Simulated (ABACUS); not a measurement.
Runs of ABACUS 3.10.1 on MnO2. The structure is trigonal, space group P-3m1 (No. 164). Conventional cell: a = 2.857 Å, b = 2.857 Å, c = 4.601 Å, α = 90.00°, β = 90.00°, γ = 120.00°. Around Mn (site symmetry -3m) lie 6 O at 1.90 Å. O (site symmetry 3m) is surrounded by 3 Mn at 1.90 Å. Measurements of this composition are mostly on another form, of space group No. 136.

| task | potentials or basis | cell | gap on the mesh (eV) | pressure (GPa) | moment (μB) | V0 of scaled cells (Å³/atom) | B0 (GPa) | largest force (eV/Å) |
| --- | --- | --- | --- | --- | --- | --- | --- | --- |
| equation of state | PseudoDojo NC SR 0.4.1 PBE standard, DZP LCAO (the cutoffs set its grid) | as given | - | - | - | 11.17 | (c) | - |
| single point | PseudoDojo NC SR 0.4.1 PBE standard, DZP LCAO (the cutoffs set its grid) | as given | 0.93 | 5.8 | 3.00 | - | - | 0.38 |
| equation of state | PseudoDojo NC SR 0.4.1 PBE standard, TZDP LCAO (the cutoffs set its grid) | as given | - | - | - | 11.14 | 182 | - |
| single point | PseudoDojo NC SR 0.4.1 PBE standard, TZDP LCAO (the cutoffs set its grid) | as given | (a) | 5.3 | 3.00 | - | - | (b) |
| single point | PseudoDojo NC SR 0.4.1 PBE standard, DZP LCAO (the cutoffs set its grid) | atoms moved at random, drawn with an rms of 0.05 Å | 0.79 | 13.2 | 3.00 | - | - | 1.90 |

Alike in all rows: level PBE; spin collinear, ferromagnetic start; k mesh 11 × 11 × 6; cutoff (eV) 1361; smearing fermi-dirac 0.05 eV.

Task: Fill in the values left out.

Result: (a) 0.95; (b) 0.26; (c) 180.

Caveats: the atomic orbitals were generated for these runs and aren't a published set; the basis of atomic orbitals isn't converged, which shifts pressures, moduli and gaps; an odd mesh through Γ misses points on the zone boundary, where band edges often lie (some runs); a cell with one magnetic atom can't hold antiferromagnetic order, which such compounds often take (some runs); the cell was scaled at fixed shape and fractional positions, which overstates the stiffness of a crystal with free parameters, most of all of layers and chains (some runs).
